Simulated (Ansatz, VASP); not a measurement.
**Pb: VASP beside Ansatz**

Contents of INCAR:

```
SYSTEM = Pb
ALGO = Fast
EDIFF = 1E-6
ENCUT = 520
GGA = PE
ISIF = 2
ISMEAR = 0
LASPH = .True.
LCHARG = .False.
LREAL = .False.
LWAVE = .False.
NBANDS = 13
NELM = 60
PREC = Accurate
SIGMA = 0.019000000000000003
```

The input KPOINTS:

```
k-points
0
Gamma
  9 9 9
  0 0 0
```

The input POSCAR:

```
Pb
1.0
    0.0000000000      2.4750200000      2.4750200000
    2.4750200000      0.0000000000      2.4750200000
    2.4750200000      2.4750200000      0.0000000000
Pb
1
Direct
    0.0000000000      0.0000000000      0.0000000000
```

The input input.yaml:

```yaml
crystal:
  lattice:
    - [0.0, 2.47502, 2.47502]
    - [2.47502, 0.0, 2.47502]
    - [2.47502, 2.47502, 0.0]
  atoms:
    - { symbol: Pb, position: [0.0, 0.0, 0.0] }
kpoints:
  mp_grid: { grid: [9, 9, 9] }
scf:
  occupations: { method: gaussian, width: 0.019 }
hamiltonian:
  xc: pbe
  pseudopotentials: { kind: all_electron, lapw: { basis_error: 0.001 } }
output:
  forces: true
  stress: true
  eigenvalues: true
```

Alike in both runs: task single point; functional PBE; k mesh 9 × 9 × 9; occupations gaussian, width 0.019 eV; no spin polarisation.

```csv
,VASP,Ansatz
version,VASP 6.6.1,Ansatz 0.2.0
potentials or method,"VASP PAW PBE potentials, release 64 (Pb_d)","all-electron LAPW, scalar-relativistic"
plane-wave cutoff (eV),520,see its input
```

VASP gave:

- gap on the k mesh at the Fermi level (eV): none
- pressure (GPa): 2.2

Task: What did Ansatz give for the same quantities?

Result: gap on the k mesh at the Fermi level (eV): none; pressure (GPa): 2.3.

A gap of «none» marks a metal or a gap that the smearing closes. Ansatz ran all-electron here, so the differences hold the error of VASP's frozen core and of both bases.

The runs have no spin-orbit coupling, so splittings on Pb are missing.
